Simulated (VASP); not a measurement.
# ZnO (I4/mmm) in VASP: a series of runs

One crystal, ZnO, is run at these levels: PBE, r2SCAN; tasks: single point.

Everything below comes from runs of VASP 6.6.1. Logs are shortened: lines on timing, memory, paths and dates and some standing lists are left out, and cuts for length are marked.

### Step 1. The cell of the first run

It takes space group I4/mmm (No. 139, tetragonal). Conventional cell: a = 3.018 Å, b = 3.018 Å, c = 4.193 Å, α = 90.00°, β = 90.00°, γ = 90.00°. Zn (site symmetry 4/mmm) has 6 O at 2.10 to 2.13 Å as nearest neighbours. O (site symmetry 4/mmm) is surrounded by 6 Zn at 2.10 to 2.13 Å.

The cell was built by a generator and needn't be a form met in nature.

### Step 2. Single point, PBE (uniaxial_x strain -1.7%)

The input, INCAR:

```
  PREC = Accurate
  ENCUT = 520
  EDIFF = 1E-6
  ISMEAR = -1
  SIGMA = 0.02
  LREAL = False
  LASPH = True
  NELM = 100
  ALGO = Normal
  ISIF = 2
  LWAVE = False
  LCHARG = True
  GGA = PE
  LELF = True
  LVHAR = True
  NBANDS = 16
```

The input, KPOINTS:

```
Automatic mesh
0
Gamma
  10 10 10
```

The input, POSCAR:

```
ZnO
1.0
    0.0000000000      2.1337703963      2.1337703963
    2.0966427914      0.0000000000      2.1337703963
    2.0966427914      2.1337703963      0.0000000000
Zn O
1 1
Direct
    0.0000000000      0.0000000000      0.0000000000
    0.5000000000      0.5000000000      0.5000000000
```

Potentials or basis: VASP PAW PBE potentials, release 64 (Zn, O).

Command:

```
> cat potpaw_PBE.64/Zn/POTCAR potpaw_PBE.64/O/POTCAR > POTCAR
> mpirun -np 1 vasp_std > vasp.out
```

OUTCAR:

```text
PREC = Accurate
   ENCUT = 520
   EDIFF = 1E-6
   ISMEAR = -1
   LREAL = False
   LASPH = True
   NELM = 100
   ISIF = 2
   GGA = PE

 ion  position               nearest neighbor table
   1  0.000  0.000  0.000-   2 2.10   2 2.10   2 2.13   2 2.13   2 2.13   2 2.13
   2  0.500  0.500  0.500-   1 2.10   1 2.10   1 2.13   1 2.13   1 2.13   1 2.13

  LATTYP: Found a body centered tetragonal cell.
 ALAT       =     3.0176070334
 C/A-ratio  =     1.3896062464

  Lattice vectors:

 A1 = (  -2.0966427914,   0.0000000000,  -2.1337703963)
 A2 = (  -2.0966427914,   0.0000000000,   2.1337703963)
 A3 = (   2.0966427914,   2.1337703963,   0.0000000000)

Analysis of symmetry for initial positions (statically):
=====================================================================
 Subroutine PRICEL returns:
 Original cell was already a primitive cell.

 Routine SETGRP: Setting up the symmetry group for a
 body centered tetragonal supercell.

 Subroutine GETGRP returns: Found 16 space group operations
 (whereof 16 operations were pure point group operations)
 out of a pool of 16 trial point group operations.

The static configuration has the point symmetry D_4h.

Analysis of symmetry for dynamics (positions and initial velocities):
=====================================================================
 Subroutine PRICEL returns:
 Original cell was already a primitive cell.

 Routine SETGRP: Setting up the symmetry group for a
 body centered tetragonal supercell.

 Subroutine GETGRP returns: Found 16 space group operations
 (whereof 16 operations were pure point group operations)
 out of a pool of 16 trial point group operations.

The dynamic configuration has the point symmetry D_4h.

 Subroutine INISYM returns: Found 16 space group operations
 (whereof 16 operations are pure point group operations),
 and found     1 'primitive' translations

----------------------------------------------------------------------------------------

                                     Primitive cell

  volume of cell :      19.0919

  direct lattice vectors                    reciprocal lattice vectors
     0.000000000  2.133770396  2.133770396    -0.238476483  0.234326993  0.234326993
     2.096642791  0.000000000  2.133770396     0.238476483 -0.234326993  0.234326993
     2.096642791  2.133770396  0.000000000     0.238476483  0.234326993 -0.234326993

  length of vectors
     3.017607033  2.991469054  2.991469054     0.408276024  0.408276024  0.408276024

  position of ions in fractional coordinates (direct lattice)
     0.000000000  0.000000000  0.000000000
     0.500000000  0.500000000  0.500000000

  ion indices of the primitive-cell ions
   primitive index   ion index
                 1           1
                 2           2

----------------------------------------------------------------------------------------

 KPOINTS: Automatic mesh

Automatic generation of k-mesh.
 Grid dimensions read from file:
 generate k-points for:   10   10   10

 Generating k-lattice:

  Cartesian coordinates                     Fractional coordinates (reciprocal lattice)
    -0.023847648  0.023432699  0.023432699     0.100000000  0.000000000  0.000000000
     0.023847648 -0.023432699  0.023432699     0.000000000  0.100000000  0.000000000
     0.023847648  0.023432699 -0.023432699     0.000000000  0.000000000  0.100000000

  Length of vectors
     0.040827602  0.040827602  0.040827602

  Shift w.r.t. Gamma in fractional coordinates (k-lattice)
     0.000000000  0.000000000  0.000000000

 Subroutine IBZKPT returns following result:
 ===========================================

 Found    102 irreducible k-points:

 Following reciprocal coordinates:
            Coordinates               Weight
  0.000000  0.000000  0.000000      1.000000
  0.100000 -0.000000 -0.000000      8.000000
  0.200000 -0.000000 -0.000000      8.000000
  0.300000  0.000000  0.000000      8.000000
  0.400000  0.000000  0.000000      8.000000
  0.500000  0.000000  0.000000      4.000000
[... 16 lines left out ...]
  0.300000  0.300000  0.000000      4.000000
  0.400000  0.300000  0.000000     16.000000
 [... further k-points ...]
   k-points           NKPTS =    102   k-points in BZ     NKDIM =    102   number of bands    NBANDS=     16
   number of dos      NEDOS =    301   number of ions     NIONS =      2
   total plane-waves  NPLWV =  13824
   dimension x,y,z NGX =    24 NGY =   24 NGZ =   24
   dimension x,y,z NGXF=    48 NGYF=   48 NGZF=   48
   ions per type =               1   1
   NGX,Y,Z   is equivalent  to a cutoff of  13.22, 13.34, 13.34 a.u.
   NGXF,Y,Z  is equivalent  to a cutoff of  26.44, 26.68, 26.68 a.u.
 SYSTEM =  unknown system
   PREC   = accura    normal or accurate (medium, high low for compatibility)
   ISTART =      0    job   : 0-new  1-cont  2-samecut
   ICHARG =      2    charge: 1-file 2-atom 10-const
   ISPIN  =      1    spin polarized calculation?
   LNONCOLLINEAR =      F non collinear calculations
   LSORBIT =      F    spin-orbit coupling
   LASPH  =      T    aspherical Exc in radial PAW
   ENCUT  =  520.0 eV  38.22 Ry    6.18 a.u.   5.61  5.56  5.56*2*pi/ulx,y,z
   NELM   =    100;   NELMIN=  2; NELMDL= -5     # of ELM steps
   EDIFF  = 0.1E-05   stopping-criterion for ELM
   LREAL  =      F    real-space projection
   EDIFFG = 0.1E-04   stopping-criterion for IOM
   NSW    =      0    number of steps for IOM
   IBRION =     -1    ionic relax: 0-MD 1-quasi-New 2-CG
   NFREE  =      0    steps in history (QN), initial steepest desc. (CG)
   ISIF   =      2    stress and relaxation
   ISYM   =      2    0-nonsym 1-usesym 2-fastsym
   POTIM  = 0.5000    time-step for ionic-motion
   TEBEG  =    0.0;   TEEND  =   0.0 temperature during run
   PSTRESS=    0.0 pullay stress
   NELECT =      18.0000    total number of electrons
   NUPDOWN=      -1.0000    fix difference up-down
   EMIN   =  10.00;   EMAX   =-10.00  energy-range for DOS
   EFERMI =   0.00;   METHOD = LEGACY
   ISMEAR =    -1;   SIGMA  =   0.02  broadening in eV -4-tet -1-fermi 0-gaus
   EFERMI_NEDOS =   21; number of points for ismear=-14 and -15
   IALGO  =     38    algorithm
   IMIX   =      4    mixing-type and parameters
     AMIX     =   0.40;   BMIX     =  1.00
     AMIX_MAG =   1.60;   BMIX_MAG =  1.00
  volume/ion in A,a.u.               =       9.55        64.42
  Fermi-wavevector in a.u.,A,eV,Ry     =   1.605274  3.033527 35.060898  2.576903
  Thomas-Fermi vector in A             =   2.701646
   LORBIT       =      0    0 simple, 1 ext, 2 COOP (PROOUT), +10 PAW based schemes
   GGA     = PE    functional components
   LHFCALC =     F    Hartree Fock is set to
   AEXX    =    0.0000 exact exchange contribution
   IVDW    =     0    specifies the selected vdW correction
   LEPSILON=     F    determine dielectric tensor
   LRPA    =     F    only Hartree local field effects (RPA)
 non-spin polarized calculation
  energy-cutoff  :      520.00
  volume of cell :       19.09
 maximum number of plane-waves:       532
 NGX is ok and might be reduce to    24
   NGX = 11   NGY = 11   NGZ = 11

 number of electron      17.9999995 magnetization

 Free energy of the ion-electron system (eV)
  ---------------------------------------------------
  ext. energy  EPLUGINS =         0.00000000
  ---------------------------------------------------
  free energy    TOTEN  =        -8.57911087 eV

  energy without entropy =       -8.57911087  energy(sigma->0) =       -8.57911087

 E-fermi :   3.5443     XC(G=0): -12.4438

 val. band max:        3.0682568003   @ k =   0.5000   0.0000   0.0000
 cond. band min:       4.0158174646   @ k =   0.0000   0.0000   0.0000
 fundamental gap:      0.9475606642
 Fermi energy:         3.5443423274

 k-point     1 :       0.0000    0.0000    0.0000
  band No.  band energies     occupation
      1     -15.8341      2.00000
      2      -1.9031      2.00000
      3      -1.9031      2.00000
      4      -1.8761      2.00000
      5      -1.6849      2.00000
      6      -1.6494      2.00000
[... 8 lines left out ...]
     15      22.5752      0.00000
     16      22.5752      0.00000

 k-point     2 :       0.1000   -0.0000   -0.0000
  band No.  band energies     occupation
      1     -15.7183      2.00000
      2      -1.9859      2.00000
      3      -1.9264      2.00000
      4      -1.9016      2.00000
      5      -1.7723      2.00000
      6      -1.7574      2.00000
[... 8 lines left out ...]
     15      22.7219      0.00000
     16      22.9814      0.00000

 k-point     3 :       0.2000   -0.0000   -0.0000
  band No.  band energies     occupation
      1     -15.3974      2.00000
      2      -2.4375      2.00000
      3      -2.2199      2.00000
      4      -2.2115      2.00000
      5      -1.7141      2.00000
      6      -1.7135      2.00000
[... 8 lines left out ...]
     15      23.5729      0.00000
     16      23.6624      0.00000

 k-point     4 :       0.3000    0.0000    0.0000
  band No.  band energies     occupation
      1     -14.9583      2.00000
      2      -3.3795      2.00000
      3      -2.5764      2.00000
      4      -2.5686      2.00000
      5      -1.5947      2.00000
      6      -1.5845      2.00000
[... 8 lines left out ...]
     15      25.0210      0.00000
     16      25.0589      0.00000
[... 324 lines left out ...]
 k-point    22 :      -0.2000    0.2000    0.0000
  band No.  band energies     occupation
      1     -14.8357      2.00000
      2      -3.4064      2.00000
      3      -2.6825      2.00000
      4      -2.4102      2.00000
      5      -1.6707      2.00000
      6      -1.4474      2.00000
[... 8 lines left out ...]
     15      25.1935      0.00000
     16      26.3933      0.00000

 k-point    23 :       0.3000    0.3000    0.0000
  band No.  band energies     occupation
      1     -14.8067      2.00000
      2      -3.3033      2.00000
      3      -2.1971      2.00000
      4      -1.7287      2.00000
      5      -1.7205      2.00000
      6      -1.5234      2.00000
[... 8 lines left out ...]
     15      30.5248      0.00000
     16      31.8765      0.00000

 k-point    24 :       0.4000    0.3000    0.0000
  band No.  band energies     occupation
      1     -14.5573      2.00000
      2      -3.3328      2.00000
      3      -2.3377      2.00000
      4      -1.8705      2.00000
      5      -1.6336      2.00000
      6      -1.4177      2.00000
[... 8 lines left out ...]
     15      30.8516      0.00000
     16      31.4528      0.00000

 [... further k-points ...]

------------------------ aborting loop because EDIFF is reached ----------------------------------------

  FORCE on cell =-STRESS in cart. coord.  units (eV):
  Direction    XX          YY          ZZ          XY          YZ          ZX
  --------------------------------------------------------------------------------------
  -------------------------------------------------------------------------------------
  Total        1.7554108      1.4435115      1.4435115     -0.0000000      0.0000000      0.0000000
  in kB      147.3124802    121.1381729    121.1381729     -0.0000000      0.0000000      0.0000000
  external PRESSURE =     129.8629420 kB  Pullay stress =       0.0000000 kB

 VOLUME and BASIS-vectors are now :
 -----------------------------------------------------------------------------
  energy-cutoff  :      520.00
  volume of cell :       19.09
      direct lattice vectors                 reciprocal lattice vectors
     0.000000000  2.133770396  2.133770396    -0.238476483  0.234326993  0.234326993
     2.096642791  0.000000000  2.133770396     0.238476483 -0.234326993  0.234326993
     2.096642791  2.133770396  0.000000000     0.238476483  0.234326993 -0.234326993

 POSITION                                       TOTAL-FORCE (eV/Angst)
 -----------------------------------------------------------------------------------
      0.00000      0.00000      0.00000        -0.000000     -0.000000      0.000000
      2.09664      2.13377      2.13377         0.000000      0.000000     -0.000000
 -----------------------------------------------------------------------------------
    total drift:                                0.000000     -0.000000     -0.000000

  FREE ENERGIE OF THE ION-ELECTRON SYSTEM (eV)
  ---------------------------------------------------
  free  energy   TOTEN  =        -8.5791108701 eV

  energy  without entropy=       -8.5791108701  energy(sigma->0) =       -8.57911087
```

Run time: 46 s. Hardware: 1 thread of AMD EPYC 7R43 (Zen 3), shared host; peak memory 0.12 GiB.

Results:

```
Free energy            : -8.5791 eV
Pressure               : 13.0 GPa
Band gap on the k mesh : 0.95 eV, indirect (least direct gap 2.44 eV)
```

Stress tensor (GPa, compression positive):
```
14.73  0.00  0.00
 0.00 12.11  0.00
 0.00  0.00 12.11
```

### Step 3. Single point, r2SCAN (shear_111 strain -3.4%)

The input, POSCAR:

```
ZnO
1.0
   -0.0480809596      2.0856894367      2.0856894367
    2.0856894367     -0.0480809596      2.0856894367
    2.0856894367      2.0856894367     -0.0480809596
Zn O
1 1
Direct
    0.0000000000      0.0000000000      0.0000000000
    0.5000000000      0.5000000000      0.5000000000
```

The input, INCAR.step1:

```
PREC = Accurate
ENCUT = 520
ISMEAR = 0
SIGMA = 0.01
LREAL = False
LASPH = True
NELM = 80
NBANDS = 16
GGA = PE
ALGO = Normal
EDIFF = 1E-4
LWAVE = True
LCHARG = False
```

The input, INCAR.step2:

```
PREC = Accurate
ENCUT = 520
EDIFF = 1E-7
ISMEAR = 0
SIGMA = 0.01
LREAL = False
LASPH = True
NELM = 80
ALGO = Normal
ISIF = 2
LWAVE = False
LCHARG = False
METAGGA = R2SCAN
LMIXTAU = True
NBANDS = 16
ISTART = 1
```

The input, KPOINTS:

```
regular mesh
0
Gamma
  10 10 10
```

Potentials or basis: VASP PAW PBE potentials, release 64 (Zn, O).

Command:

```
> cat potpaw_PBE.64/Zn/POTCAR potpaw_PBE.64/O/POTCAR > POTCAR
> cp INCAR.step1 INCAR
> mpirun -np 1 vasp_std > vasp.out
> cp INCAR.step2 INCAR
> mpirun -np 1 vasp_std > vasp.out
```

It took 3.8 min on 1 thread of AMD EPYC 7R43 (Zen 3), shared host; peak memory 0.13 GiB.

It converged, with:

* Free energy: -17.9206 eV
* Pressure: 8.7 GPa
* Band gap on the k mesh: 1.70 eV, indirect (least direct gap 3.10 eV)

Stress tensor (GPa, compression positive):
```
8.69 2.07 2.07
2.07 8.69 2.07
2.07 2.07 8.69
```

Levels at points of the mesh, in eV from the valence-band top:
```tsv
k point	band 7	band 8	band 9	band 10	band 11	band 12
(0.00, 0.00, 0.00)	-1.68	-1.68	-1.41	1.70	18.69	18.69
(0.50, 0.00, 0.00)	-3.71	0.00	0.00	6.31	10.25	13.94
(0.50, 0.50, 0.00)	-4.09	-3.26	-2.96	5.17	11.89	12.04
(0.50, 0.50, 0.50)	-3.60	-0.04	-0.04	5.97	10.69	13.46
```

Caveat: the PAW data sets were made with another functional, which shifts forces and pressure a little. A k mesh can miss the band edges.
